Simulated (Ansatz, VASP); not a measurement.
# Se in VASP and in Ansatz

```
Se
1.0
     2.74564    0.00000    0.00000
     0.00000    2.74564    0.00000
     0.00000    0.00000    2.74564
Se
1
Direct
  0.00000 0.00000 0.00000
```

Alike in both runs: task single point; functional PBE; k mesh 14 × 14 × 14; occupations gaussian, width 0.1 eV; no spin polarisation.

```csv
,VASP,Ansatz
version,VASP 6.6.1,Ansatz 0.2.0
potentials or method,"VASP PAW PBE potentials, release 64 (Se)","scalar-relativistic, plane waves, PAW"
plane-wave cutoff (eV),520,420
valence electrons in the cell,6,16
```

|  | VASP | Ansatz | Ansatz less VASP |
| --- | --- | --- | --- |
| gap on the k mesh at the Fermi level (eV) | none | none | - |
| pressure (GPa) | 7.9 | 7.8 | -0.06 |

A gap of «none» marks a metal or a gap that the smearing closes. The functional is the same, so the differences come from potentials, cutoffs and numerics. The two sets of potentials don't hold the same shells in valence.
